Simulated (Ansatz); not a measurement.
# SnSe2: the cell at several levels of theory

The task here is to estimate one member of a computed series from the others.

Code: Ansatz 0.2.0. PAW datasets, plane waves, zero pressure. (Calculated; spin-unpolarised; the phase may be known or hypothetical.)

## The structure to begin with

It is tetragonal, P4_2/mnm (No. 136); a = 6.325 Å, c = 4.174 Å in the conventional setting, 27.83 Å³ an atom. Sn has 6 Se at 2.72–2.73 Å; Se has 3 Sn at 2.72–2.73 Å.

As a file:

```cif
data_structure
_symmetry_space_group_name_H-M 'P4_2/mnm'
_symmetry_Int_Tables_number 136
_cell_length_a 6.3247
_cell_length_b 6.3247
_cell_length_c 4.1743
_cell_angle_alpha 90.000
_cell_angle_beta 90.000
_cell_angle_gamma 90.000
_cell_volume 166.98
loop_
_atom_site_label
_atom_site_type_symbol
_atom_site_symmetry_multiplicity
_atom_site_Wyckoff_symbol
_atom_site_fract_x
_atom_site_fract_y
_atom_site_fract_z
_atom_site_occupancy
Sn1 Sn 2 a 0.00000 0.00000 0.00000 1
Se1 Se 4 f 0.30500 0.30500 0.00000 1
```

The first run:

File input.yaml:

```yaml
crystal:
  lattice:
    - [6.32474539, 0.0, 0.0]
    - [0.0, 6.32474539, 0.0]
    - [0.0, 0.0, 4.1743319574]
  atoms:
    - { symbol: Sn, position: [0.0, 0.0, 0.0] }
    - { symbol: Sn, position: [0.5, 0.5, 0.5] }
    - { symbol: Se, position: [0.305, 0.305, 0.0] }
    - { symbol: Se, position: [0.195, 0.805, 0.5] }
    - { symbol: Se, position: [0.805, 0.195, 0.5] }
    - { symbol: Se, position: [0.695, 0.695, 0.0] }
kpoints:
  mp_grid: { grid: [4, 4, 6] }
hamiltonian:
  xc: pbe
scf:
  occupations: { method: fermi_dirac, width: 0.02 }
relax:
  f_tol: 0.005
  cell: {}
```

Started as:

```console
$ ansatz run input.yaml --threads 2 --pin off --max-ram 29491MiB --backend cpu --events-out ev --progress --plain --runs-dir out
```

Steps of the session up to this table: Relaxing with PBE; Relaxation with r2SCAN; PBEsol: cell and atoms; Relaxation with LDA.

One of the session's tables, all rows but one given; the rest of the session is left out.

It belongs to the step «The cells side by side». 

```
 level  a (Å)  c (Å)  volume (Å³/atom)
   PBE      ?      ?                 ?
r2SCAN  6.502  3.954            27.865
PBEsol  6.424  3.985            27.410
   LDA  6.353  3.966            26.673
```

**Question.** Estimate the row for PBE.

**Answer.** a (Å): 6.578; c (Å): 4.013; volume (Å³/atom): 28.935. In the column «a (Å)» it is the highest.

In words: The first relaxation changed the volume by +4.0 % from the start. The volume runs from LDA (least) to PBE (most), a spread of 8.5 %, or 2.8 % in length if all axes shared it alike.
